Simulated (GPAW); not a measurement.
# BN (P6_3/mmc) in GPAW: further runs, part 2 of 2

GPAW 26.7.0. The steps go on from the part before.

## (4) Band structure, PBE

run.py

```python
from ase.dft.bandgap import bandgap
from ase.io import read, write
from ase.units import GPa
from gpaw import GPAW, PW

atoms = read('BN.cif')

calc = GPAW(mode=PW(800),
            xc='PBE',
            kpts={'size': (9, 9, 3), 'gamma': True},
            occupations={'name': 'fermi-dirac', 'width': 0.05},
            nbands=18,
            convergence={'density': 1e-05, 'energy': 1e-05},
            maxiter=150,
            txt='gpaw.txt')
atoms.calc = calc
energy = atoms.get_potential_energy()
forces = atoms.get_forces()
stress = atoms.get_stress()
calc.write('gs.gpw')
write('result.traj', atoms)
print(f'Energy: {energy:.6f} eV')
print('Forces (eV/A):')
print(forces.round(4))
print('Stress (GPa):', (stress / GPa).round(3))
print('Fermi level:', round(calc.get_fermi_level(), 4), 'eV')
print(f'Gap: {bandgap(calc)[0]:.4f} eV, direct: {bandgap(calc, direct=True)[0]:.4f} eV')

path = atoms.cell.bandpath('GMKGALHA,LM,KH', npoints=100, eps=1e-4)
bs_calc = calc.fixed_density(kpts=path, symmetry='off', nbands=28,
                             convergence={'bands': 'CBM+6.0', 'eigenstates': 1e-6}, txt='bands.txt')
bs = bs_calc.band_structure()
bs.write('bs.json')
print(f'Gap on the path: {bandgap(bs_calc)[0]:.4f} eV')
```

BN.cif

```cif
data_BN
_cell_length_a 2.49824000
_cell_length_b 2.49824000
_cell_length_c 6.63570000
_cell_angle_alpha 90.00000000
_cell_angle_beta 90.00000000
_cell_angle_gamma 120.00000000
_space_group_name_H-M_alt 'P6_3/mmc'
_space_group_name_Hall '-P 6c 2c'
_space_group_IT_number 194
loop_
_space_group_symop_operation_xyz
'x,y,z'
'-x,-y,-z'
'x-y,x,z+1/2'
'-x+y,-x,-z+1/2'
'-y,x-y,z'
'y,-x+y,-z'
'-x,-y,z+1/2'
'x,y,-z+1/2'
'-x+y,-x,z'
'x-y,x,-z'
'y,-x+y,z+1/2'
'-y,x-y,-z+1/2'
'-y,-x,-z+1/2'
'y,x,z+1/2'
'-x,-x+y,-z'
'x,x-y,z'
'-x+y,y,-z+1/2'
'x-y,-y,z+1/2'
'y,x,-z'
'-y,-x,z'
'x,x-y,-z+1/2'
'-x,-x+y,z+1/2'
'x-y,-y,-z'
'-x+y,y,z'
loop_
_atom_site_label
_atom_site_type_symbol
_atom_site_symmetry_multiplicity
_atom_site_Wyckoff_symbol
_atom_site_fract_x
_atom_site_fract_y
_atom_site_fract_z
_atom_site_occupancy
N1 N 2 d 0.6666666667 0.3333333333 0.2500000000 1
B1 B 2 c 0.6666666667 0.3333333333 0.7500000000 1
```

Potentials or basis: GPAW PAW data sets (gpaw-data 1.2.1), pw.

Command:

```console
OMP_NUM_THREADS=1 python run.py
```

gpaw.txt:

```text
__  _  _
 | _ |_)|_||  |
 |__||  | ||/\| - 26.7.0

Input parameters:
  mode=PW(ecut=800.0),
  convergence={'density': 1e-05, 'energy': 1e-05},
  kpts=MonkhorstPack(size=(9, 9, 3), gamma=True),
  maxiter=150,
  nbands=18,
  occupations=Occupations(name='fermi-dirac', width=0.05),
  xc=XC(name='PBE')

Diagonalizing LCAO Hamiltonian
Converting LCAO to pw mode

        N B

        B N

Atoms  # Å, Bohr magnetons
|   | symbol |         x |        y |        z |    initial magnetic moments |
|---|--------|-----------|----------|----------|-----------------------------|
| 0 |      N |  1.249120 | 0.721180 | 1.658925 | ( 0.0000,  0.0000,  0.0000) |
| 1 |      N | -0.000000 | 1.442360 | 4.976775 | ( 0.0000,  0.0000,  0.0000) |
| 2 |      B |  1.249120 | 0.721180 | 4.976775 | ( 0.0000,  0.0000,  0.0000) |
| 3 |      B | -0.000000 | 1.442360 | 1.658925 | ( 0.0000,  0.0000,  0.0000) |

Unit cell  # Å
| periodic |         x |        y |        z |  lengths |     angles |
|----------|-----------|----------|----------|----------|------------|
|      yes |  2.498240 | 0.000000 | 0.000000 | 2.498240 |  90.000000 |
|      yes | -1.249120 | 2.163539 | 0.000000 | 2.498240 |  90.000000 |
|      yes |  0.000000 | 0.000000 | 6.635700 | 6.635700 | 120.000000 |

Number of symmetries: 12
Symmetry operations  # r_c * U_cc + t_c -> r_c
|    | kind |            matrix            |
|----|------|------------------------------|
|  0 |  σ   |  1, 1, 0,  0,-1, 0,  0, 0, 1 |
|  1 |  S6  |  1, 1, 0, -1, 0, 0,  0, 0,-1 |
|  2 |  E   |  1, 0, 0,  0, 1, 0,  0, 0, 1 |
|  3 |  C2  |  1, 0, 0, -1,-1, 0,  0, 0,-1 |
|  4 |  C2  |  0, 1, 0,  1, 0, 0,  0, 0,-1 |
|  5 |  C3  |  0, 1, 0, -1,-1, 0,  0, 0, 1 |
|  6 |  S6  |  0,-1, 0,  1, 1, 0,  0, 0,-1 |
|  7 |  σ   |  0,-1, 0, -1, 0, 0,  0, 0, 1 |
|  8 |  σ   | -1, 0, 0,  1, 1, 0,  0, 0, 1 |
|  9 |  i   | -1, 0, 0,  0,-1, 0,  0, 0,-1 |
| 10 |  C3  | -1,-1, 0,  1, 0, 0,  0, 0, 1 |
| 11 |  C2  | -1,-1, 0,  0, 1, 0,  0, 0,-1 |

BZ-sampling:
  Number of BZ points: 243
  Number of IBZ points: 31

  Monkhorst-Pack size: [9, 9, 3]
  Monkhorst-Pack shift: [0, 0, 0]

K-points  # in reciprocal-cell coordinates
|     |                                coordinates |     weight |
|-----|--------------------------------------------|------------|
|   0 | (  0.00000000,   0.00000000,   0.00000000) | 0.00411523 |
|   1 | (  0.00000000,   0.00000000,   0.33333333) | 0.00823045 |
|   2 | (  0.11111111,   0.00000000,  -0.33333333) | 0.02469136 |
|   3 | (  0.11111111,   0.00000000,   0.00000000) | 0.02469136 |
|   4 | (  0.11111111,   0.00000000,   0.33333333) | 0.02469136 |
|   5 | (  0.22222222,  -0.11111111,   0.00000000) | 0.02469136 |
|   6 | (  0.22222222,  -0.11111111,   0.33333333) | 0.04938272 |
|   7 | (  0.22222222,   0.00000000,  -0.33333333) | 0.02469136 |
|   8 | (  0.22222222,   0.00000000,   0.00000000) | 0.02469136 |
|   9 | (  0.22222222,   0.00000000,   0.33333333) | 0.02469136 |
| ... |                                            |            |
|  30 | (  0.44444444,   0.44444444,   0.33333333) | 0.04938272 |

Plane wave coefficients: 1856
Cutoff: 800.0 eV

Spin-components: 1 (collinear spins)
Bands:           18
Projectors:      20
Spin-degeneracy: 2
Datatype:        complex128

Parallelization:
  kpt:    1
  domain: 1
  band:   1

Density:
  Valence electrons: 16.0
  Components: 1
  Grid points: [18 18 45]
  Charge: 0.0  # |e|

Potential:
  Grid points: [18 18 45]

species:
  N:
    name:    Nitrogen
    Z:       7.0
    valence: 5
    core:    2
    charge:  0.0  # [|e|]
    compensation charges:
      type: gauss
      rc: 0.18  # [Å]
      lmax: 2
    cutoffs:
      filter: 1.11  # [Å]
      core: 0.96  # [Å]
    projectors
    | kind |    occ | energy [eV] | rcut [Å] |
    |------|--------|-------------|----------|
    |   2s |  2.000 |     -18.583 |    0.603 |
    |   2p |  3.000 |      -7.089 |    0.529 |
    |    s |        |       8.629 |    0.603 |
    |    p |        |      20.123 |    0.529 |
    |    d |        |       0.000 |    0.577 |

    Using partial waves for N as LCAO basis

  B:
    name:    Boron
    Z:       5.0
    valence: 3
    core:    2
    charge:  0.0  # [|e|]
    compensation charges:
      type: gauss
      rc: 0.20  # [Å]
      lmax: 2
    cutoffs:
      filter: 1.14  # [Å]
      core: 1.38  # [Å]
    projectors
    | kind |    occ | energy [eV] | rcut [Å] |
    |------|--------|-------------|----------|
    |   2s |  2.000 |      -9.443 |    0.635 |
    |   2p |  1.000 |      -3.606 |    0.635 |
    |    s |        |      17.768 |    0.635 |
    |    p |        |      23.605 |    0.635 |
    |    d |        |       0.000 |    0.635 |

    Using partial waves for B as LCAO basis

Reference energy: -4302.422143  # eV

eigensolver:
  PPCG
  Converge bands: occupied
  niter=2

density mixing:
  MSR1-Mixer
  Pratt-step length: 0.05
  Maximum mixing coefficient: 0.75
  Old densities: 10
  SVD Regularization: 0.005
  Good broyden scale: 1.0
  Trust region scale: 1.0
  Backstep threshold: 4.0
  History deletion threshold: 6.0
  Fourier metric: weight=20.0, sigma=0.015

occupation numbers:
  Fermi-Dirac:
    width: 0.0500  # eV

poisson solver:
  ecut: 6400.0  # eV

xc functional:
  name: PBE with 2 nearest neighbor stencil

convergence criteria:
- Maximum integral of absolute [dens]ity change: 1e-05 electrons / valence electron
- Maximum [total energy] change in last 3 cyles: 1e-05 eV / valence electron
- Maximum integral of absolute [eigenst]ate change: 4e-08 eV^2 / valence electron
maximum number of iterations: 150

SCF iterations
|iter     | |      energy | eigst |  dens |
|---------|-|-------------|-------|-------|
|iter:   1| |  -38.405541 | +0.48 |       |
|iter:   2| |  -37.761180 | -1.34 | -0.64 |
|iter:   3| |  -35.289908 | -0.83 | -0.69 |
|iter:   4| |  -35.245297 | -2.20 | -1.32 |
|iter:   5| |  -35.244332 | -2.97 | -1.70 |
|iter:   6| |  -35.244777 | -4.34 | -2.30 |
|iter:   7| |  -35.244782 | -5.97 | -3.40 |
|iter:   8| |  -35.244782c| -7.34 | -3.97 |
|iter:   9| |  -35.244782c| -8.14c| -4.41 |
|iter:  10| |  -35.244782c| -8.80c| -5.27c|

Converged in 10 steps
Energy contributions relative to reference atoms: (reference = -4302.422143)

Energy contributions:
  Kinetic:          36.969970
  Coulomb:         -37.031412
  Zero:              0.198014
  External:          0.000000
  Xc:              -35.381354
  Entropy:          -0.000000
  Spinorbit:         0.000000
  ----------------------------
  Free energy:     -35.244782
  Extrapolated:    -35.244782

dipole moment: (0.000000, 0.000000, 0.000001)  # |e|*Ang

Fermi level: 5.087
Eigenvalues  # (at kpt = [0.000, 0.000, 0.000])
| band index |      eig [eV] | occ [0-2] |
|------------|---------------|-----------|
|          0 |       -13.764 |     2.000 |
|          1 |       -13.469 |     2.000 |
|          2 |        -2.179 |     2.000 |
|          3 |        -0.051 |     2.000 |
|          4 |         2.746 |     2.000 |
|          5 |         2.746 |     2.000 |
[... 8 lines left out ...]
|         14 |        16.435 |     0.000 |
|         15 |        17.179 |     0.000 |
|        ... |               |           |
|         17 |        20.775 |     0.000 |

Gap: 4.430 eV
Transition (v -> c):
  (s=0, k=17, n=7, [0.33, 0.33, 0.33]) -> (s=0, k=29, n=8, [0.44, 0.44, 0.00])
Direct/indirect transitions are different
Direct gap: 4.715 eV
Transition at: (s=0, k=29, n=7, [0.44, 0.44, 0.00])

Forces  # eV/Ang
|        x |        y |        z |
|----------|----------|----------|
|  0.00000 |  0.00000 | -0.00169 |  # N    0
| -0.00000 |  0.00000 |  0.00169 |  # N    1
| -0.00000 | -0.00000 | -0.00017 |  # B    2
|  0.00000 |  0.00000 |  0.00017 |  # B    3

Stress tensor  # eV/Ang^3
|         x |         y |         z |
|-----------|-----------|-----------|
| -0.034102 |  0.000000 |  0.000000 |
|  0.000000 | -0.034102 |  0.000000 |
|  0.000000 |  0.000000 | -0.012902 |

# Writing to gs.gpw (mode='')
```

It took 69 s on 1 thread of Arm Neoverse V1, shared host; peak memory 0.32 GiB.

What came out:

```
Free energy             : -35.2448 eV
Pressure                : 4.3 GPa
Band gap on the k mesh  : 4.43 eV, indirect (least direct gap 4.71 eV)
Band gap along the path : 4.26 eV, indirect (least direct gap 4.66 eV)
```

Stress tensor (GPa, compression positive):
```
5.46 0.00 0.00
0.00 5.46 0.00
0.00 0.00 2.07
```

Levels at the corners of the path, in eV from the valence-band top:
```
point  band 6  band 7  band 8  band 9  band 10  band 11
    Γ   -1.36   -1.32   -1.32    5.24    10.32    11.59
    M   -4.12   -1.48   -0.47    4.26     5.63     9.58
    K   -7.18   -0.11   -0.11    4.84     4.84    10.78
    Γ   -1.36   -1.32   -1.32    5.24    10.32    11.59
    A   -1.34   -1.34   -1.34    7.62     7.62    11.65
    L   -4.16   -0.96   -0.96    4.72     4.72     9.97
    H   -7.19   -0.03   -0.03    4.63     4.63    12.01
    A   -1.34   -1.34   -1.34    7.62     7.62    11.65
    L   -4.16   -0.96   -0.96    4.72     4.72     9.97
    M   -4.12   -1.48   -0.47    4.26     5.63     9.58
    K   -7.18   -0.11   -0.11    4.84     4.84    10.78
    H   -7.19   -0.03   -0.03    4.63     4.63    12.01
```

Caveat: the mesh misses the band edges, which the band path finds closer together; this functional lacks dispersion, which binds the layers, so the pressure and a relaxed spacing across them are unreliable.

## (5) Band structure, rSCAN

Changes to run.py since step 4:

```diff
@@ -5,6 +5,6 @@
 
-atoms = read('BN.cif')
+atoms = read('BN.xyz')
 
 calc = GPAW(mode=PW(800),
-            xc='PBE',
+            xc='MGGA_X_RSCAN+MGGA_C_RSCAN',
             kpts={'size': (9, 9, 3), 'gamma': True},
```

BN.xyz

```xyz
4
Lattice="2.4982400000 0.0000000000 0.0000000000 -1.2491200000 2.1635393048 0.0000000000 0.0000000000 0.0000000000 6.6357000000" Properties=species:S:1:pos:R:3 pbc="T T T"
N      1.2491200001      0.7211797682      1.6589250000
N     -0.0000000001      1.4423595366      4.9767750000
B      1.2491200001      0.7211797682      4.9767750000
B     -0.0000000001      1.4423595366      1.6589250000
```

Command:

```console
OMP_NUM_THREADS=1 python run.py
```

Run time: 3.4 min. Hardware: 1 thread of Arm Neoverse V1, shared host; peak memory 0.35 GiB.

The run converged. Its results:

```
Free energy             : -40.1553 eV
Pressure                : -0.9 GPa
Largest force           : 0.008 eV/Å
Band gap on the k mesh  : 4.98 eV, indirect (least direct gap 5.27 eV)
Band gap along the path : 4.78 eV, indirect (least direct gap 5.26 eV)
```

Forces on the atoms (eV/Å):
```
N    0.000  0.000 -0.008
N    0.000  0.000  0.008
B    0.000  0.000  0.000
B    0.000  0.000  0.000
```

Stress tensor (GPa, compression positive):
```
-1.40  0.00  0.00
 0.00 -1.40  0.00
 0.00  0.00  0.07
```

Levels at the corners of the path, in eV from the valence-band top:
```
point  band 4  band 5  band 6  band 7  band 8  band 9  band 10  band 11  band 12
    Γ   -4.26   -1.39   -1.39   -1.35   -1.35    5.59    11.03    12.31    12.31
    M   -9.24   -4.33   -4.26   -1.49   -0.47    4.78     6.24    10.21    10.68
    K   -8.12   -7.50   -7.50   -0.11   -0.11    5.48     5.48    11.21    14.03
    Γ   -4.26   -1.39   -1.39   -1.35   -1.35    5.59    11.03    12.31    12.31
    A   -5.48   -1.37   -1.37   -1.37   -1.37    8.09     8.09    12.38    12.38
    L   -9.28   -4.30   -4.30   -0.96   -0.96    5.26     5.26    10.64    10.64
    H   -8.20   -7.51   -7.51   -0.04   -0.04    5.25     5.25    12.50    12.50
    A   -5.48   -1.37   -1.37   -1.37   -1.37    8.09     8.09    12.38    12.38
    L   -9.28   -4.30   -4.30   -0.96   -0.96    5.26     5.26    10.64    10.64
    M   -9.24   -4.33   -4.26   -1.49   -0.47    4.78     6.24    10.21    10.68
    K   -8.12   -7.50   -7.50   -0.11   -0.11    5.48     5.48    11.21    14.03
    H   -8.20   -7.51   -7.51   -0.04   -0.04    5.25     5.25    12.50    12.50
```

Caveat: the PAW data sets were made with another functional, which shifts forces and pressure a little; the mesh misses the band edges, which the band path finds closer together.

## (6) The runs side by side

| level | potentials or basis | band points | gap on the mesh (eV) | pressure (GPa) |
| --- | --- | --- | --- | --- |
| PBE | PAW data sets generated in the run's folder for this functional, pw | 80 | 4.43 | 4.3 |
| PBE | GPAW PAW data sets (gpaw-data 1.2.1), pw | 100 | 4.43 | 4.3 |
| rSCAN | GPAW PAW data sets (gpaw-data 1.2.1), pw | 100 | 4.98 | -0.9 |

Alike in all rows: task band structure; no spin polarisation; cell as given; k mesh 9 × 9 × 3; cutoff (eV) 800; smearing fermi-dirac 0.05 eV.

Caveats: the mesh misses the band edges, which the band path finds closer together; this functional lacks dispersion, which binds the layers, so the pressure and a relaxed spacing across them are unreliable (some runs); the PAW data sets were made with another functional, which shifts forces and pressure a little (some runs).

Absolute energies hang on the potentials; compare differences alone.
